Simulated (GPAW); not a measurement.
CuI (Marshite): band structure with PBE

The system is CuI (Marshite).

```
I Cu
1.0
     0.00000    3.03150    3.03150
     3.03150    0.00000    3.03150
     3.03150    3.03150    0.00000
I Cu
1 1
Direct
  0.00000 0.00000 0.00000
  0.25000 0.25000 0.25000
```

| Property | Result |
| --- | --- |
| Program | GPAW 26.7.0 |
| Task | band structure |
| Functional | PBE |
| Potentials or basis | GPAW PAW data sets (gpaw-data 1.2.1) |
| Cutoff | 600 eV |
| Basis | pw |
| k mesh | 6 × 6 × 6 |
| Occupations | fermi-dirac, width 0.05 eV |
| Spin | spin-orbit coupling, no magnetisation |
| Maxiter | 150 |
| Band path | GXWKGLUWLK,UX |
| Band points | 60 |
| spin axis theta (degrees) | 90 |
| spin axis phi (degrees) | 0 |
| Soc after scf | second variation |

| Property | Result |
| --- | --- |
| Pressure | 0.9 GPa |
| Band gap on the k mesh | 0.95 eV, direct |
| Band gap along the path | 0.95 eV, direct |

Levels at the corners of the path, in eV from the valence-band top:
| point | band 15 | band 16 | band 17 | band 18 | band 19 | band 20 | band 21 | band 22 |
| --- | --- | --- | --- | --- | --- | --- | --- | --- |
| Γ | 0.00 | 0.00 | 0.00 | 0.00 | 0.95 | 0.95 | 4.64 | 4.64 |
| X | -1.71 | -1.71 | -1.57 | -1.57 | 2.53 | 2.53 | 2.72 | 2.72 |
| W | -1.75 | -1.74 | -1.45 | -1.36 | 4.03 | 4.46 | 4.50 | 4.55 |
| K | -1.77 | -1.59 | -1.43 | -1.36 | 2.90 | 2.92 | 4.31 | 4.55 |
| Γ | 0.00 | 0.00 | 0.00 | 0.00 | 0.95 | 0.95 | 4.64 | 4.64 |
| L | -0.95 | -0.95 | -0.80 | -0.80 | 1.97 | 1.97 | 5.22 | 5.22 |
| U | -1.77 | -1.59 | -1.43 | -1.36 | 2.90 | 2.92 | 4.31 | 4.55 |
| W | -1.75 | -1.74 | -1.45 | -1.36 | 4.03 | 4.46 | 4.50 | 4.55 |
| L | -0.95 | -0.95 | -0.80 | -0.80 | 1.97 | 1.97 | 5.22 | 5.22 |
| K | -1.77 | -1.59 | -1.43 | -1.36 | 2.90 | 2.92 | 4.31 | 4.55 |
| U | -1.77 | -1.59 | -1.43 | -1.36 | 2.90 | 2.92 | 4.31 | 4.55 |
| X | -1.71 | -1.71 | -1.57 | -1.57 | 2.53 | 2.53 | 2.72 | 2.72 |

Run time: 25 s on 1 thread of AMD EPYC 7R43 64-Core Processor (Zen 3), with other jobs on the host, peak memory 0.28 GiB.

Caveat: with this Cu data set, volumes or pressures lay over 1.5 % or 2 GPa off other programs in two to four cells of ten; spin-orbit coupling was added after a scalar SCF, so levels and gaps hold it while energy, forces, pressure and moments don't; this program's spin-orbit splittings come out too wide for heavy elements. As with any semilocal functional, this PBE gap is likely too small.
